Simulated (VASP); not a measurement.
WS2 (Tungstenite), 6 atoms in the cell. Symmetry: P6_3/mmc, No. 194, hexagonal system. Conventional cell: a = 3.180 Å, b = 3.180 Å, c = 12.500 Å, α = 90.00°, β = 90.00°, γ = 120.00°. W (site symmetry -6m2) has 6 S at 2.41 Å as nearest neighbours. Around S (site symmetry 3m) lie 3 W at 2.41 Å. 

* Program: VASP 6.6.1
* Task: single point
* Functional: PBE
* Potentials or basis: VASP PAW PBE potentials, release 64 (W_sv_GW, S_GW)
* Cutoff: 550 eV
* k mesh: 10 × 10 × 3
* Occupations: gaussian, width 0.05 eV
* Spin: no spin polarisation
* Further INCAR settings: ALGO = Normal; EDIFF = 1.00e-06

Potentials or basis: VASP PAW PBE potentials, release 64 (W_sv_GW, S_GW).

Launch:

```sh
$ python run.py
```

Hardware: 1 thread of Intel(R) Xeon(R) Platinum 8488C (Sapphire Rapids), with other jobs on the host.

Q: How long does it take, and how much memory?

A: Wall time 85 s on 1 thread of Intel(R) Xeon(R) Platinum 8488C (Sapphire Rapids), with other jobs on the host, peak memory 0.28 GiB. Counts: scf iterations 17, k points 28.
